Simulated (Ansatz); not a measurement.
# MnO: the cost of one run

Program: Ansatz 0.2.0. Level of theory: DFT PBEsol, scalar-relativistic, plane waves, PAW. These are calculated values, not measurements.

2 further runs of the same task are left out: 2 set aside as unsound or not needed. Runs told in other sessions of the task aren't counted.

## Step 1: Starting point

Symmetry: R-3m, No. 166, trigonal system. Conventional cell: a = 3.056 Å, b = 3.056 Å, c = 6.644 Å, α = 90.00°, β = 90.00°, γ = 120.00°. Co (site symmetry -3m) is surrounded by 6 O at 2.08 Å. O (site symmetry -3m) has 6 Co at 2.08 Å in its first shell of neighbours.

Coordinates:

```xyz
2
Lattice="1.5281 0.8822 2.2147 -1.5281 0.8822 2.2147 0.0000 -1.7644 2.2147" Properties=species:S:1:pos:R:3 pbc="T T T"
Co    0.0000    0.0000    0.0000
O     0.0000    0.0000    3.3221
```

It goes back to an entry of the Materials Project, which need not be the stable form.

It is the result of an earlier relaxation at this level (volume 8.96 Å³/atom; gap on the mesh: none (metal), site moments up to 2.3 μB).

## Step 2: Co → Mn: the starting cell

The start of MnO: fractional positions of relaxed CoO, cell scaled by 1.043, a guess from tabulated radii. Atoms that may carry a moment start with parallel spins.

## Step 3: Quick check of gap, pressure and forces (MnO)

The input, input.yaml:

```yaml
crystal:
  lattice:
    - [1.5933809574, 0.9199389247, 2.3094155064]
    - [-1.5933809574, 0.9199389247, 2.3094155064]
    - [0.0, -1.8398778494, 2.3094155064]
  atoms:
    - { symbol: Mn, position: [0.0, 0.0, 0.0], spin: 4.0 }
    - { symbol: O, position: [0.5, 0.5, 0.5] }
basis:
  ecutwfc: 420
kpoints:
  mp_grid: { grid: [6, 6, 6] }
hamiltonian:
  xc: pbesol
scf:
  occupations: { method: gaussian, width: 0.1 }
  lower_state_search: "off"
output:
  forces: true
  stress: true
  eigenvalues: true
  populations: true
magnetization:
  spin_polarized: true
```

The run is started by

```sh
$ ansatz run input.yaml --threads 1 --pin off --max-ram 2560MiB --backend cpu --events-out ev --progress --plain --runs-dir out
```

Q: Estimate wall time and peak memory on 1 thread of Intel Xeon at 2.70GHz, shared host.

About 2.5 s, with a peak of 0.3 GiB.
